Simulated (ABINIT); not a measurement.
# BaO (Fm-3m): G0W0 in ABINIT against the k mesh, part 2 of 2

Wanted: the cheapest k mesh that holds the gap of BaO (Fm-3m).

ABINIT 10.8.3; PBE and many-body steps on it, plane waves. Known limits of the many-body steps: not at the basis limit; no spin-orbit coupling; coarse k mesh.

So far. Step 5 (Empty states on the mesh, 8×8×8 mesh, 83 bands): On this mesh the gap is 1.938 eV. Step 6 (Screening, 2×2×2 mesh, 75 bands, screening to 163.3 eV): Local fields lower ε∞ by 9 %. On a Γ-centred mesh this coarse the value itself is usually too large, while a short band sum pulls it down.

The database entry behind the starting cell differs from later determinations by our own check (about 0.7 % short), so it need not match the best structure at ambient conditions.

## (8) Screening, 4×4×4 mesh, 75 bands, screening to 163.3 eV

This step: RPA screening on PBE, plane waves, norm-conserving pseudopotentials.

Contents of run.abi:

```
acell 3*1.0 Angstrom
rprim 
  -0.000000000000 2.750000000000 2.750000000000
  2.750000000000 -0.000000000000 2.750000000000
  2.750000000000 2.750000000000 -0.000000000000
ntypat 2
znucl 56 8
natom 2
typat 1 2
xred 
  0.000000000000 0.000000000000 0.000000000000
  0.500000000000 0.500000000000 0.500000000000
pp_dirpath "pseudos"
pseudos "Ba.upf, O.upf"
ecut 36
ngkpt 4 4 4
nshiftk 1
shiftk 0 0 0
kptopt 1
chksymbreak 0
istwfk *1
occopt 1
irdwfk 1
optdriver 3
nband 75
ecuteps 6
inclvkb 2
awtr 1
symchi 1
indata_prefix "in"
outdata_prefix "out"
tmpdata_prefix "tmp"
```

Run with:

```bash
OMP_NUM_THREADS=1 mpirun -n 8 abinit run.abi > log
```

The program printed:

```text
.Version 10.8.3 of ABINIT. v10.8.2 released Aug 2026.

 Symmetries : space group Fm -3 m (#225); Bravais cF (face-center cubic)
[... echo of the input left out ...]
== DATASET  1 ==================================================================
-   mpi_nproc: 8, omp_nthreads: 1 (-1 if OMP is not activated)

--- !DatasetInfo
iteration_state: {dtset: 1, }
dimensions: {natom: 2, nkpt: 8, mband: 75, nsppol: 1, nspinor: 1, nspden: 1, mpw: 2914, }
cutoff_energies: {ecut:  36.0, pawecutdg:  -1.0, }
electrons: {nelect:   1.60000000E+01, charge:   0.00000000E+00, occopt:   1.00000000E+00, tsmear:   1.00000000E-02, }

 SCREENING: Calculation of the susceptibility and dielectric matrices

 Based on a program developped by R.W. Godby, V. Olevano, G. Onida, and L. Reining.
 Incorporated in ABINIT by V. Olevano, G.-M. Rignanese, and M. Torrent.
.Using double precision arithmetic ; gwpc =  8

[... cell and pseudopotentials left out ...]
--------------------------------------------------------------------------------

 ==== K-mesh for the wavefunctions ====
 Number of points in the irreducible wedge :     8
[... list of points left out ...]
 Together with 48 symmetry operations and time-reversal symmetry
 yields    64 points in the full Brillouin Zone.

 ==== Q-mesh for the screening function ====
 Number of points in the irreducible wedge :     8
[... list of points left out ...]
 Together with 48 symmetry operations and time-reversal symmetry
 yields    64 points in the full Brillouin Zone.

 setmesh: FFT mesh size selected  =    27x   27x   27
          total number of points  =        19683

 vcoul_init : cutoff-mode = AUXILIARY_FUNCTION
 q-points for optical limit:   1
     1)      0.000010    0.000020    0.000030

- screening: taking advantage of time-reversal symmetry
- Maximum band index for partially occupied states nbvw = 8
- Remaining bands to be divided among processors   nbcw = 67
- Number of bands treated by each node ~8

 Number of electrons calculated from density =   16.0000; Expected =   16.0000
 average of density, n =  0.057003
 r_s =    1.6119
 omega_plasma =   23.0305 [eV]

 calculating chi0 at frequencies [eV] :
  1    0.000000E+00    0.000000E+00
  2    0.000000E+00    2.303049E+01

--------------------------------------------------------------------------------
  q-point number  1        q = ( 0.000000, 0.000000, 0.000000) [r.l.u.]
--------------------------------------------------------------------------------
[... chi0 elements left out ...]
 For q-point:  0.000010 0.000020 0.000030
  dielectric constant =   4.1718
  dielectric constant without local fields =   4.6504

  Average fulfillment of the sum rule on Im[epsilon] for q-point    1 :     74.46  [%]
[... wings left out ...]
  q-point number  2        q = ( 0.250000, 0.000000, 0.000000) [r.l.u.]
--------------------------------------------------------------------------------
[... chi0 elements left out ...]
  Average fulfillment of the sum rule on Im[epsilon] for q-point    2 :     88.77  [%]

 [... 6 further q-points ...]
```

The job ended after 7.4 s (8 MPI ranks of Intel Xeon Platinum 8488C (Sapphire Rapids), shared host; peak memory 1.1 GiB).

Numbers from this step:

* ε∞ with local fields, on this mesh, along the program's q direction: 4.172
* the same without local fields: 4.650
* plasma frequency: 23.03 eV
* plane waves in the screening matrix: 181

## (9) 4×4×4

The self-energy is evaluated for the states that the input lists, and the levels follow from it, in one-shot runs by the linearised quasiparticle equation.

This step: G0W0 on PBE, plane waves, norm-conserving pseudopotentials.

run.abi: that of step 8 with these lines changed.

```diff
@@ -23,8 +23,17 @@
 irdwfk 1
-optdriver 3
+optdriver 4
 nband 75
+gwcalctyp 0
+ecutsigx 36
+symsigma 1
+nkptgw 2
+kptgw 
+  0.5000000000 0.5000000000 0.0000000000
+  0.0000000000 0.0000000000 0.0000000000
+bdgw 
+  6 10
+  6 12
 ecuteps 6
-inclvkb 2
-awtr 1
-symchi 1
+irdscr 1
+ppmodel 1
 indata_prefix "in"
```

The program printed:

```text
.Version 10.8.3 of ABINIT. v10.8.2 released Aug 2026.

 Symmetries : space group Fm -3 m (#225); Bravais cF (face-center cubic)
[... echo of the input left out ...]
== DATASET  1 ==================================================================
-   mpi_nproc: 8, omp_nthreads: 1 (-1 if OMP is not activated)

--- !DatasetInfo
iteration_state: {dtset: 1, }
dimensions: {natom: 2, nkpt: 8, mband: 75, nsppol: 1, nspinor: 1, nspden: 1, mpw: 2914, }
cutoff_energies: {ecut:  36.0, pawecutdg:  -1.0, }
electrons: {nelect:   1.60000000E+01, charge:   0.00000000E+00, occopt:   1.00000000E+00, tsmear:   1.00000000E-02, }

 SIGMA: Calculation of the GW corrections

 Based on a program developped by R.W. Godby, V. Olevano, G. Onida, and L. Reining.
 Incorporated in ABINIT by V. Olevano, G.-M. Rignanese, and M. Torrent.
.Using double precision arithmetic ; gwpc =  8

[... cell and pseudopotentials left out ...]
--------------------------------------------------------------------------------

 ==== K-mesh for the wavefunctions ====
 Number of points in the irreducible wedge :     8
[... list of points left out ...]
 Together with 48 symmetry operations and time-reversal symmetry
 yields    64 points in the full Brillouin Zone.

 ==== Q-mesh for screening function ====
 Number of points in the irreducible wedge :     8
[... list of points left out ...]
 Together with 48 symmetry operations and time-reversal symmetry
 yields    64 points in the full Brillouin Zone.

 vcoul_init : cutoff-mode = AUXILIARY_FUNCTION
 q-points for optical limit:   1
     1)      0.000010    0.000020    0.000030
 setmesh: FFT mesh size selected  =    40x   40x   40
          total number of points  =        64000

 Number of electrons calculated from density =   16.0000; Expected =   16.0000
[...]
number of omega for Sigma on real axis              0
 max omega for Sigma on real axis  [eV]           0.00
 zcut for avoiding poles [eV]                     0.10

 EPSILON^-1 parameters (SCR file):
 dimension of the eps^-1 matrix on file            181
 dimension of the eps^-1 matrix used               181
 number of plane-waves for wavefunctions          2891
 number of bands                                    75
 number of q-points in IBZ                           8
 number of frequencies                               2
 number of real frequencies                          1
 number of imag frequencies                          1

 matrix elements of self-energy operator (all in [eV])

 Perturbative Calculation

--- !SelfEnergy_ee
iteration_state: {dtset: 1, }
kpoint     : [   0.500,    0.500,    0.000, ]
spin       : 1
KS_gap     :    1.938
QP_gap     :    2.809
Delta_QP_KS:    0.870
data: !SigmaeeData |
     Band     E0 <VxcDFT>   SigX SigC(E0)      Z dSigC/dE  Sig(E)    E-E0       E
        6   5.561 -18.626 -23.551   4.407   0.768  -0.302 -19.024  -0.398   5.163
        7   5.561 -18.626 -23.551   4.407   0.768  -0.302 -19.024  -0.398   5.163
        8   5.775 -18.635 -23.382   4.231   0.773  -0.294 -19.034  -0.398   5.376
[...]
--- !SelfEnergy_ee
iteration_state: {dtset: 1, }
kpoint     : [   0.000,    0.000,    0.000, ]
spin       : 1
KS_gap     :    4.097
QP_gap     :    4.983
Delta_QP_KS:    0.886
data: !SigmaeeData |
     Band     E0 <VxcDFT>   SigX SigC(E0)      Z dSigC/dE  Sig(E)    E-E0       E
[...]
11  10.476  -9.825  -4.967  -3.927   0.841  -0.189  -9.042   0.783  11.259
       12  10.476  -9.825  -4.967  -3.927   0.841  -0.189  -9.042   0.783  11.259

== END DATASET(S) ==============================================================
================================================================================

 -outvars: echo values of variables after computation  --------
           etotal      0.0000000000E+00
            nband          75
             nkpt           8
          spgroup         225
 [... the other variables as echoed above ...]

 Calculation completed.
```

Wall time 4.5 s (8 MPI ranks); peak memory 1.2 GiB.

Numbers from this step:

```yaml
g0w0_gap_on_the_points_computed: 2.809 eV
starting_gap_on_the_mesh: 1.938 eV
k_of_the_valence_top: 0.5, 0.5, 0
k_of_the_conduction_bottom: 0.5, 0.5, 0
z_at_the_valence_top: 0.773
z_at_the_conduction_bottom: 0.847
least_direct_g0w0_gap_on_the_computed_points: 2.809 eV
```

The gap on the mesh goes from 1.94 eV to 2.81 eV, a correction of +0.87 eV.

## (10) Screening, 6×6×6 mesh, 75 bands, screening to 163.3 eV

This step: RPA screening on PBE, plane waves, norm-conserving pseudopotentials.

run.abi: that of step 9 with these lines changed.

```diff
@@ -15,3 +15,3 @@
 ecut 36
-ngkpt 4 4 4
+ngkpt 6 6 6
 nshiftk 1
@@ -23,17 +23,8 @@
 irdwfk 1
-optdriver 4
+optdriver 3
 nband 75
-gwcalctyp 0
-ecutsigx 36
-symsigma 1
-nkptgw 2
-kptgw 
-  0.5000000000 0.5000000000 0.0000000000
-  0.0000000000 0.0000000000 0.0000000000
-bdgw 
-  6 10
-  6 12
 ecuteps 6
-irdscr 1
-ppmodel 1
+inclvkb 2
+awtr 1
+symchi 1
 indata_prefix "in"
```

The program printed:

```text
.Version 10.8.3 of ABINIT. v10.8.2 released Aug 2026.

 Symmetries : space group Fm -3 m (#225); Bravais cF (face-center cubic)
[... echo of the input left out ...]
== DATASET  1 ==================================================================
-   mpi_nproc: 8, omp_nthreads: 1 (-1 if OMP is not activated)

--- !DatasetInfo
iteration_state: {dtset: 1, }
dimensions: {natom: 2, nkpt: 16, mband: 75, nsppol: 1, nspinor: 1, nspden: 1, mpw: 2914, }
cutoff_energies: {ecut:  36.0, pawecutdg:  -1.0, }
[...]
--------------------------------------------------------------------------------
[... chi0 elements left out ...]
 For q-point:  0.000010 0.000020 0.000030
  dielectric constant =   4.0161
  dielectric constant without local fields =   4.4900

  Average fulfillment of the sum rule on Im[epsilon] for q-point    1 :     74.44  [%]
[... wings left out ...]
  q-point number  2        q = ( 0.166667, 0.000000, 0.000000) [r.l.u.]
--------------------------------------------------------------------------------
[... chi0 elements left out ...]
  Average fulfillment of the sum rule on Im[epsilon] for q-point    2 :     92.39  [%]

 [... 14 further q-points ...]
```

Elapsed: 42 s, on 8 MPI ranks; peak memory 1.6 GiB; 5.6 min of CPU time.

This step gave:

| Property | Result |
| --- | --- |
| ε∞ with local fields, on this mesh, along the program's q direction | 4.016 |
| the same without local fields | 4.49 |
| plasma frequency | 23.03 eV |
| plane waves in the screening matrix | 181 |

## (11) 6×6×6

This step: G0W0 on PBE, plane waves, norm-conserving pseudopotentials.

run.abi: that of step 10 with these lines changed.

```diff
@@ -23,8 +23,17 @@
 irdwfk 1
-optdriver 3
+optdriver 4
 nband 75
+gwcalctyp 0
+ecutsigx 36
+symsigma 1
+nkptgw 2
+kptgw 
+  0.5000000000 0.5000000000 0.0000000000
+  0.0000000000 0.0000000000 0.0000000000
+bdgw 
+  6 10
+  6 12
 ecuteps 6
-inclvkb 2
-awtr 1
-symchi 1
+irdscr 1
+ppmodel 1
 indata_prefix "in"
```

The program printed:

```text
.Version 10.8.3 of ABINIT. v10.8.2 released Aug 2026.

 Symmetries : space group Fm -3 m (#225); Bravais cF (face-center cubic)
[... echo of the input left out ...]
== DATASET  1 ==================================================================
-   mpi_nproc: 8, omp_nthreads: 1 (-1 if OMP is not activated)

--- !DatasetInfo
iteration_state: {dtset: 1, }
dimensions: {natom: 2, nkpt: 16, mband: 75, nsppol: 1, nspinor: 1, nspden: 1, mpw: 2914, }
cutoff_energies: {ecut:  36.0, pawecutdg:  -1.0, }
[...]
Band     E0 <VxcDFT>   SigX SigC(E0)      Z dSigC/dE  Sig(E)    E-E0       E
[...]
11  10.476  -9.827  -4.987  -3.927   0.841  -0.188  -9.059   0.767  11.243
       12  10.476  -9.827  -4.987  -3.927   0.841  -0.188  -9.059   0.767  11.243

== END DATASET(S) ==============================================================
================================================================================

 -outvars: echo values of variables after computation  --------
           etotal      0.0000000000E+00
            nband          75
             nkpt          16
          spgroup         225
 [... the other variables as echoed above ...]

 Calculation completed.
```

The job ended after 9 s (8 MPI ranks; peak memory 1.5 GiB).

Numbers from this step:

- G0W0 gap on the points computed: 2.836 eV
- starting gap on the mesh: 1.938 eV
- k of the valence top: 0.5, 0.5, 0
- k of the conduction bottom: 0.5, 0.5, 0
- least direct G0W0 gap on the computed points: 2.836 eV

Against the run before, the gap moves by +0.027 eV.

## (12) Screening, 8×8×8 mesh, 75 bands, screening to 163.3 eV

This step: RPA screening on PBE, plane waves, norm-conserving pseudopotentials.

run.abi: that of step 11 with these lines changed.

```diff
@@ -15,3 +15,3 @@
 ecut 36
-ngkpt 6 6 6
+ngkpt 8 8 8
 nshiftk 1
@@ -23,17 +23,8 @@
 irdwfk 1
-optdriver 4
+optdriver 3
 nband 75
-gwcalctyp 0
-ecutsigx 36
-symsigma 1
-nkptgw 2
-kptgw 
-  0.5000000000 0.5000000000 0.0000000000
-  0.0000000000 0.0000000000 0.0000000000
-bdgw 
-  6 10
-  6 12
 ecuteps 6
-irdscr 1
-ppmodel 1
+inclvkb 2
+awtr 1
+symchi 1
 indata_prefix "in"
```

The program printed:

```text
.Version 10.8.3 of ABINIT. v10.8.2 released Aug 2026.

 Symmetries : space group Fm -3 m (#225); Bravais cF (face-center cubic)
[... echo of the input left out ...]
== DATASET  1 ==================================================================
-   mpi_nproc: 8, omp_nthreads: 1 (-1 if OMP is not activated)

--- !DatasetInfo
iteration_state: {dtset: 1, }
dimensions: {natom: 2, nkpt: 29, mband: 75, nsppol: 1, nspinor: 1, nspden: 1, mpw: 2922, }
cutoff_energies: {ecut:  36.0, pawecutdg:  -1.0, }
[...]
--------------------------------------------------------------------------------
[... chi0 elements left out ...]
 For q-point:  0.000010 0.000020 0.000030
  dielectric constant =   4.0003
  dielectric constant without local fields =   4.4740

  Average fulfillment of the sum rule on Im[epsilon] for q-point    1 :     74.49  [%]
[... wings left out ...]
  q-point number  2        q = ( 0.125000, 0.000000, 0.000000) [r.l.u.]
--------------------------------------------------------------------------------
[... chi0 elements left out ...]
  Average fulfillment of the sum rule on Im[epsilon] for q-point    2 :     94.19  [%]

 [... 27 further q-points ...]
```

Run time: 2.9 min. Hardware: 8 MPI ranks; peak memory 2.5 GiB; 23 min of CPU time.

Numbers from this step:

```
ε∞ with local fields, on this mesh, along the program's q direction : 4.000
the same without local fields                                       : 4.474
plasma frequency                                                    : 23.03 eV
plane waves in the screening matrix                                 : 181
```

## (13) 8×8×8

This step: G0W0 on PBE, plane waves, norm-conserving pseudopotentials.

run.abi: that of step 12 with these lines changed.

```diff
@@ -23,8 +23,17 @@
 irdwfk 1
-optdriver 3
+optdriver 4
 nband 75
+gwcalctyp 0
+ecutsigx 36
+symsigma 1
+nkptgw 2
+kptgw 
+  0.5000000000 0.5000000000 0.0000000000
+  0.0000000000 0.0000000000 0.0000000000
+bdgw 
+  6 10
+  6 12
 ecuteps 6
-inclvkb 2
-awtr 1
-symchi 1
+irdscr 1
+ppmodel 1
 indata_prefix "in"
```

The program printed:

```text
.Version 10.8.3 of ABINIT. v10.8.2 released Aug 2026.

 Symmetries : space group Fm -3 m (#225); Bravais cF (face-center cubic)
[... echo of the input left out ...]
== DATASET  1 ==================================================================
-   mpi_nproc: 8, omp_nthreads: 1 (-1 if OMP is not activated)

--- !DatasetInfo
iteration_state: {dtset: 1, }
dimensions: {natom: 2, nkpt: 29, mband: 75, nsppol: 1, nspinor: 1, nspden: 1, mpw: 2922, }
cutoff_energies: {ecut:  36.0, pawecutdg:  -1.0, }
[...]
Band     E0 <VxcDFT>   SigX SigC(E0)      Z dSigC/dE  Sig(E)    E-E0       E
[...]
11  10.476  -9.827  -4.992  -3.926   0.842  -0.188  -9.062   0.765  11.241
       12  10.476  -9.827  -4.992  -3.926   0.842  -0.188  -9.062   0.765  11.241

== END DATASET(S) ==============================================================
================================================================================

 -outvars: echo values of variables after computation  --------
           etotal      0.0000000000E+00
            nband          75
             nkpt          29
          spgroup         225
 [... the other variables as echoed above ...]

 Calculation completed.
```

It took 14 s on 8 MPI ranks; peak memory 2.3 GiB.

This step gave:

```
G0W0 gap on the points computed              : 2.839 eV
starting gap on the mesh                     : 1.938 eV
k of the valence top                         : 0.5, 0.5, 0
k of the conduction bottom                   : 0.5, 0.5, 0
least direct G0W0 gap on the computed points : 2.839 eV
```

Against the run before, the gap moves by +0.003 eV.

## (14) Side by side

Times are wall times on 8 MPI ranks of Intel Xeon Platinum 8488C (Sapphire Rapids), shared host, good to a factor of about two. A run's time includes the screening step that it read.

```
  run   mesh  bands  screening cutoff (eV)  DFT gap (eV)  gap on the mesh (eV)  direct (eV)  ε∞ used     time
2×2×2  2×2×2     75                  163.3         1.938                 2.368        2.368     6.28      6 s
4×4×4  4×4×4     75                  163.3         1.938                 2.809        2.809     4.17     12 s
6×6×6  6×6×6     75                  163.3         1.938                 2.836        2.836     4.02     51 s
8×8×8  8×8×8     75                  163.3         1.938                 2.839        2.839     4.00  3.2 min
```

## (15) What came out

```yaml
2x2x2: 2.368 eV
4x4x4: 2.809 eV
6x6x6: 2.836 eV
8x8x8: 2.839 eV
known_limits: not at the basis limit; no spin-orbit coupling; coarse k mesh
```

What this shows: The setting moved: k mesh. From 2×2×2 to 8×8×8 the gap moves by +0.47 eV, for 32 times the time. It holds to 0.03 eV from 4×4×4 on. Bands and screening cutoff are coupled, so a series along one setting does not show full convergence. Bands and cutoff are finite, so the gap is not at the basis limit. The miss can reach some tenths of an eV and take either sign; the mesh is an error of its own. In the G0W0 runs levels were corrected at 2 k points alone, so a gap called «on the mesh» is the least over those, and an edge elsewhere would be missed. The 2×2×2 mesh is coarse for this cell, which bears on the long-range parts of exchange and screening. The many-body steps are scalar-relativistic: spin-orbit coupling is not in them.

[Paths, hosts, dates, memory and timing lines, banners, echoed tables and standing remarks are left out of the program output.]

[Logs are printed without paths, hosts, clocks, repeated set-up lines and the standing remarks that a program may print on its own settings, such as how far it seeks lower states.]

[Runs of the session that timed out or met a known fault of the program may be left out.]

[Hosts, paths, dates, database ids (printed as entryN), source tags and the programs' standing remarks are cut or masked in the printed files.]

[G0W0 gaps are taken among the corrected bands and points alone; a level outside them can change the order at an edge.]

[Where Ansatz stands beside ABINIT at settings called matched, ABINIT's density can come from a denser mesh and the files from another edition; pairs whose starting gaps differed by over 0.03 eV were left out, so agreement reads better than it is.]
